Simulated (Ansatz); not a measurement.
BN:

```
CELL_PARAMETERS angstrom
0.00000 1.81300 1.81300
1.81300 0.00000 1.81300
1.81300 1.81300 0.00000
ATOMIC_POSITIONS crystal
N 0.25000 0.25000 0.25000
B 0.00000 0.00000 0.00000
```

The cell is a database's computed one.

| Property | Result |
| --- | --- |
| Program | Ansatz 0.2.0 |
| Task | relaxation of cell and atoms |
| Functional | revPBE |
| Dispersion | D4 |
| Potentials or basis | Ansatz PAW |
| Cutoff | 420 eV (not typed: the program's choice for these potentials) |
| k mesh | 13 × 13 × 13 |
| Occupations | fermi-dirac, width 0.05 eV |
| Spin | no spin polarisation |

At the start: volume 5.96 Å³/atom.

Problem. Where does the relaxation end?

Solution. It ends after 7 steps and the volume is 5.81 Å³/atom (-2.5 %); space group F-43m (No. 216, to 0.05 Å).

The path:
```csv
step,energy change (eV),largest force (eV/Å),volume (Å³)
1,0.0000,0.0000,11.92
2,-0.0087,0.0000,11.74
3,-0.0109,0.0000,11.62
4,-0.0109,0.0000,11.62
5,-0.0093,0.0000,11.62
6,-0.0093,0.0000,11.62
7,-0.0092,0.0000,11.62
```

Final structure:
```
CELL_PARAMETERS angstrom
0.00000 1.79749 1.79749
1.79749 0.00000 1.79749
1.79749 1.79749 0.00000
ATOMIC_POSITIONS crystal
N 0.25000 0.25000 0.25000
B 0.00000 0.00000 0.00000
```

Caveat: the plane-wave basis is chosen anew once the cell has moved, so the energies of steps on either side of that aren't comparable; the pressure holds a Pulay correction of +1.0 GPa for the finite cutoff; the PAW data sets come from PBE, with cores solved anew for the run's functional, which leaves a small shift of forces and pressure.
